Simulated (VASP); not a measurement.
# Fe (Im-3m) in VASP: notebook, part 2 of 2

VASP 6.6.1. The steps go on from the part before.

## (3) Relaxation of cell and atoms, PBEsol, collinear spin, ferromagnetic start

The input, INCAR:

```
SYSTEM = Fe
ALGO     = Normal         ! electronic algorithm
EDIFF    = 1E-7           ! SCF threshold, eV
EDIFFG   = -0.005         ! ionic threshold
ENCUT    = 480            ! plane-wave cutoff, eV
GGA      = PS             ! functional
IBRION   = 2              ! ionic algorithm
ISIF     = 3              ! what is computed and relaxed
ISMEAR   = 0              ! smearing method
ISPIN    = 2              ! spin polarisation
LASPH    = .True.         ! aspherical terms in the spheres
LCHARG   = .False.        ! write CHGCAR
LMAXMIX  = 4              ! l up to which the mixer works
LORBIT   = 11             ! projections on sites
LREAL    = .False.        ! projectors in reciprocal space
LWAVE    = .False.        ! write WAVECAR
MAGMOM   = 3              ! initial moments
NELM     = 100            ! most SCF steps
NSW      = 90             ! ionic steps
PREC     = Accurate       ! precision mode
SIGMA    = 0.1            ! smearing width, eV
```

The input, KPOINTS:

```
k-points
0
Gamma
  20 20 20
  0 0 0
```

The input, POSCAR:

```
Fe
1.0
   -1.4295500000      1.4295500000      1.4295500000
    1.4295500000     -1.4295500000      1.4295500000
    1.4295500000      1.4295500000     -1.4295500000
Fe
1
Direct
    0.0000000000      0.0000000000      0.0000000000
```

Potentials or basis: VASP PAW PBE potentials, release 64 (Fe).

The run is started by

```console
$ cat potpaw_PBE.64/Fe/POTCAR > POTCAR
$ mpirun -np 1 vasp_std > vasp.out
```

OUTCAR:

```text
SYSTEM = Fe
   EDIFF = 1E-7
   EDIFFG = -0.005
   ENCUT = 480
   GGA = PS
   IBRION = 2
   ISIF = 3
   ISMEAR = 0
   ISPIN = 2
   LASPH = .True.
   LORBIT = 11
   LREAL = .False.
   NELM = 100
   NSW = 90
   PREC = Accurate

 ion  position               nearest neighbor table
   1  0.000  0.000  0.000-

  LATTYP: Found a body centered cubic cell.
 ALAT       =     2.8591000000

  Lattice vectors:

 A1 = (  -1.4295500000,   1.4295500000,   1.4295500000)
 A2 = (   1.4295500000,  -1.4295500000,   1.4295500000)
 A3 = (   1.4295500000,   1.4295500000,  -1.4295500000)

Analysis of symmetry for initial positions (statically):
=====================================================================
 Subroutine PRICEL returns:
 Original cell was already a primitive cell.

 Routine SETGRP: Setting up the symmetry group for a
 body centered cubic supercell.

 Subroutine GETGRP returns: Found 48 space group operations
 (whereof 48 operations were pure point group operations)
 out of a pool of 48 trial point group operations.

The static configuration has the point symmetry O_h .

Analysis of symmetry for dynamics (positions and initial velocities):
=====================================================================
 Subroutine PRICEL returns:
 Original cell was already a primitive cell.

 Routine SETGRP: Setting up the symmetry group for a
 body centered cubic supercell.

 Subroutine GETGRP returns: Found 48 space group operations
 (whereof 48 operations were pure point group operations)
 out of a pool of 48 trial point group operations.

[... 269 lines left out ...]

 Free energy of the ion-electron system (eV)
  ---------------------------------------------------
  ext. energy  EPLUGINS =         0.00000000
  ---------------------------------------------------
  free energy    TOTEN  =        -8.92154574 eV

  energy without entropy =       -8.91730658  energy(sigma->0) =       -8.91942616

 E-fermi :   6.2064     XC(G=0): -13.5657

 val. band max:        6.2037252487   @ k =  -0.4500   0.4500   0.0500
 cond. band min:       6.2167542196   @ k =  -0.4000   0.4500   0.0500
 fundamental gap:      0.0130289709
 Fermi energy:         6.2063978767

 spin component 1

 k-point     1 :       0.0000    0.0000    0.0000
  band No.  band energies     occupation
      1      -2.6255      1.00000
      2       3.7912      1.00000
      3       3.7912      1.00000
      4       3.7912      1.00000
      5       5.1502      1.00000
      6       5.1502      1.00000
      7      31.6102      0.00000
      8      31.6102      0.00000
      9      31.6102      0.00000
     10      37.0430      0.00000
[... 287 lines left out ...]
 k-point    24 :       0.2500    0.1000    0.0000
  band No.  band energies     occupation
      1       0.6306      1.00000
      2       3.0075      1.00000
      3       3.4960      1.00000
      4       4.9519      1.00000
      5       5.3670      1.00000
      6       5.9666      0.99965
      7      20.3512      0.00000
      8      24.8539      0.00000
      9      28.5682      0.00000
     10      31.9171      0.00000

 [... further k-points ...]

 spin component 2

 k-point     1 :       0.0000    0.0000    0.0000
  band No.  band energies     occupation
      1      -2.3597      1.00000
      2       5.6090      1.00000
      3       5.6091      1.00000
      4       5.6091      1.00000
      5       7.7156      0.00000
      6       7.7157      0.00000
      7      31.5393      0.00000
      8      31.5393      0.00000
      9      31.5393      0.00000
     10      37.3706      0.00000
[... 327 lines left out ...]
  FREE ENERGIE OF THE ION-ELECTRON SYSTEM (eV)
  ---------------------------------------------------
  free  energy   TOTEN  =        -8.9215457367 eV

  energy  without entropy=       -8.9173065780  energy(sigma->0) =       -8.91942616

 reached required accuracy - stopping structural energy minimisation

 total charge

# of ion       s       p       d       tot
------------------------------------------
    1        0.512   0.592   6.277   7.381

 magnetization (x)

# of ion       s       p       d       tot
------------------------------------------
    1       -0.012  -0.049   2.134   2.073
```

CONTCAR:

```text
Fe
   1.00000000000000
    -1.3928204097561634    1.3928204097561634    1.3928204097561634
     1.3928204097561634   -1.3928204097561634    1.3928204097561634
     1.3928204097561634    1.3928204097561634   -1.3928204097561634
  Fe
     1
Direct
     0.0000000000000000    0.0000000000000000    0.0000000000000000

  0.00000000E+00  0.00000000E+00  0.00000000E+00
```

Run time: 1.8 min. Hardware: 1 thread of Intel Xeon Platinum 8488C (Sapphire Rapids), shared host; peak memory 0.18 GiB.

Results:

| Property | Result |
| --- | --- |
| Free energy | -8.9215 eV |
| Relaxed volume | 10.81 Å³/atom |
| Relaxed cell | a = 2.412 Å, b = 2.412 Å, c = 2.412 Å, α = 109.47°, β = 109.47°, γ = 109.47° |
| Space group after relaxing (to 0.05 Å) | Im-3m (No. 229) |
| Energy gained by relaxing | 40.8 meV/atom |
| Ionic steps | 4 |
| Pressure after relaxing | -0.1 GPa |
| Band gap on the k mesh | none (metal or under the smearing width) |
| Net moment | 2.09 μB per cell |
| Site moments | Fe +2.07 μB |
| Valence electrons inside the program's atomic spheres | Fe 7.38 |

The path:
```
step  energy change (eV)  largest force (eV/Å)  pressure (GPa)  volume (Å³)
   1              0.0000                0.0000          -13.86        11.69
   2              0.0020                0.0000           19.59        10.06
   3             -0.0408                0.0000           -0.45        10.83
   4             -0.0408                0.0000           -0.07        10.81
```

Final structure:
```xyz
1
Lattice="-1.3928 1.3928 1.3928 1.3928 -1.3928 1.3928 1.3928 1.3928 -1.3928" Properties=species:S:1:pos:R:3 pbc="T T T"
Fe    0.0000    0.0000    0.0000
```

Caveat: the PAW data sets were made with another functional, which shifts forces and pressure a little.
